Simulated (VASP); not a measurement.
**BaTiO3 (Barioperovskite): relaxation of shape and atoms at fixed volume with PBEsol**

The system is BaTiO3 (Barioperovskite).

```
Ba Ti O
1.0
     3.90643    0.00000    0.00000
     0.00000    2.80263    2.81376
     0.00000   -2.80263    2.81376
Ba Ti O
1 1 3
Direct
  0.00000 0.00681 0.00681
  0.50000 0.52080 0.52080
  0.00000 0.49149 0.49149
  0.50000 0.49405 0.98372
  0.50000 0.98372 0.49405
```

The cell isn't the ideal one: a relaxed cell with its volume scaled by 0.96.

| Quantity | Value |
| --- | --- |
| Program | VASP 6.6.1 |
| Task | relaxation of shape and atoms at fixed volume |
| Functional | PBEsol |
| Potentials or basis | VASP PAW PBE potentials, release 64 (Ba_sv, Ti_sv, O) |
| Cutoff | 600 eV |
| k mesh | 10 × 10 × 10 |
| Occupations | methfessel-paxton, width 0.1 eV |
| Spin | no spin polarisation |
| Further INCAR settings | ALGO = Normal; EDIFF = 1e-07; IBRION = 2; EDIFFG = -0.01; NSW = 40; ISIF = 4 |

```
Energy gained by relaxing    : 3.4 meV/atom
Ionic steps                  : 9
Pressure after relaxing      : 5.7 GPa
Largest force after relaxing : 0.005 eV/Å
Band gap on the k mesh       : 1.92 eV, indirect (least direct gap 2.11 eV)
```

Forces in eV/Å, atoms in the order of the input:
```
Ba   0.000  0.000  0.002
Ti   0.000  0.000 -0.002
O    0.000  0.000  0.004
O    0.000 -0.004 -0.002
O    0.000  0.004 -0.002
```

Stress tensor (GPa, compression positive):
```
5.77 0.00 0.00
0.00 5.69 0.00
0.00 0.00 5.69
```

The path:
```
step  energy change (eV)  largest force (eV/Å)  pressure (GPa)
   1              0.0000                0.3939            7.76
   2             -0.0115                0.1131            6.60
   3             -0.0121                0.0943            6.30
   4             -0.0152                0.0864            6.09
   5             -0.0160                0.0789            5.95
   6             -0.0168                0.0372            5.85
   7             -0.0170                0.0249            5.75
   8             -0.0170                0.0236            5.76
   9             -0.0171                0.0048            5.71
```

Final structure:
```xyz
5
Lattice="3.9355 0.0000 0.0000 0.0000 2.7963 2.7993 0.0000 -2.7963 2.7993" Properties=species:S:1:pos:R:3 pbc="T T T"
Ba    0.0000    0.0000    0.0177
Ti    1.9678    0.0000    2.8681
O     0.0000    0.0000    2.7691
O     1.9678   -1.3859    4.1621
O     1.9678    1.3859    4.1621
```

Levels at points of the mesh, in eV from the valence-band top:
```
           k point  band 17  band 18  band 19  band 20  band 21  band 22  band 23  band 24
(0.00, 0.00, 0.00)    -1.19    -0.25    -0.24    -0.19     1.92     2.01     2.05     4.37
(0.50, 0.00, 0.00)    -1.86    -1.79    -0.89    -0.82     2.22     3.76     3.81     4.38
(0.00, 0.50, 0.00)    -1.92    -1.84    -0.80    -0.74     2.13     3.77     3.78     4.37
(0.50, 0.50, 0.00)    -1.71    -0.87    -0.87    -0.10     3.80     3.80     4.20     5.16
(0.00, 0.50, 0.50)    -1.69    -0.87    -0.85    -0.15     3.78     3.80     4.18     5.25
(0.50, 0.50, 0.50)    -2.38    -0.05    -0.01     0.00     4.46     4.48     4.51     6.74
```

Wall time 6.4 min on 2 MPI ranks on AMD EPYC 9R45 96-Core Processor (Zen 5) (shared host), peak memory 0.43 GiB a rank.

Caveat: the PAW data sets were made with another functional, which shifts forces and pressure a little; spin-orbit coupling is left out, which moves the levels of the heavy elements. A k mesh can miss the band edges.
